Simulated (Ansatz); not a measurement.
# Ga5P6: the cost of one run

Program: Ansatz 0.2.0. Level of theory: DFT PBEsol, scalar-relativistic, plane waves, PAW. These are calculated values, not measurements.

4 further runs of the same task are left out: 3 that didn't finish, 1 set aside as unsound or not needed.

## Step 1: The system as given

It takes space group F-43m (No. 216, cubic). The conventional cell has a = 5.438 Å, b = 5.438 Å, c = 5.438 Å, α = 90.00°, β = 90.00°, γ = 90.00°. Ga (site symmetry -43m) is surrounded by 4 P at 2.35 Å. P (site symmetry -43m) is surrounded by 4 Ga at 2.35 Å.

Coordinates:

```
CELL_PARAMETERS angstrom
0.00000 2.71923 2.71923
2.71923 0.00000 2.71923
2.71923 2.71923 0.00000
ATOMIC_POSITIONS crystal
Ga 0.00000 0.00000 0.00000
P 0.75000 0.75000 0.75000
```

It is the result of an earlier relaxation at this level (volume 20.11 Å³/atom; gap on the mesh: 1.50 eV).

Bulk energy on matching settings, from an earlier run: -2242.0274 eV/atom.

## Step 2: Cutting the (100) slab

Miller indices refer to the conventional cell of the relaxed bulk, F-43m (No. 216): a = 5.438 Å, b = 5.438 Å, c = 5.438 Å, α = 90.00°, β = 90.00°, γ = 90.00°.

The slab is a (100) slab, 13.6 Å thick as cut, with 15 Å of vacuum; its outer planes are P (top) and P (bottom).

The slab as cut. Layers, bottom to top:

```tsv
plane	atoms per cell	height over the lowest (Å)
1	P	0.00
2	Ga	1.36
3	P	2.72
4	Ga	4.08
5	P	5.44
6	Ga	6.80
7	P	8.16
8	Ga	9.52
9	P	10.88
10	Ga	12.24
11	P	13.60
```

## Step 3: Single point on the unrelaxed (100) slab

The cell repeats along c, and a dipole correction in the vacuum removes the field between the copies.

input.yaml

```yaml
crystal:
  lattice:
    - [3.8455650224, 0.0, 0.0]
    - [0.0, 3.8455650224, 0.0]
    - [0.0, 0.0, 28.5961255242]
  atoms:
    - { symbol: P, position: [0.0, 0.5, 0.2622732927] }
    - { symbol: Ga, position: [0.5, 0.5, 0.3098186342] }
    - { symbol: P, position: [0.5, 0.0, 0.3573639756] }
    - { symbol: Ga, position: [0.0, 0.0, 0.4049093171] }
    - { symbol: P, position: [0.0, 0.5, 0.4524546585] }
    - { symbol: Ga, position: [0.5, 0.5, 0.5] }
    - { symbol: P, position: [0.5, 0.0, 0.5475453415] }
    - { symbol: Ga, position: [0.0, 0.0, 0.5950906829] }
    - { symbol: P, position: [0.0, 0.5, 0.6426360244] }
    - { symbol: Ga, position: [0.5, 0.5, 0.6901813658] }
    - { symbol: P, position: [0.5, 0.0, 0.7377267073] }
basis:
  ecutwfc: 420
kpoints:
  mp_grid: { grid: [7, 7, 1] }
hamiltonian:
  xc: pbesol
scf:
  occupations: { method: gaussian, width: 0.05 }
output:
  forces: true
  stress: true
  eigenvalues: true
efield:
  axis: 3
  dipole_correction: true
  ramp_width: 0.04
```

Run with:

```bash
$ ansatz run input.yaml --threads 1 --pin off --max-ram 2560MiB --backend cpu --events-out ev --progress --plain --runs-dir out
```

What time and memory should one allow on 1 thread of Arm Neoverse V1, shared host?

About 48 s, with a peak of 0.65 GiB.
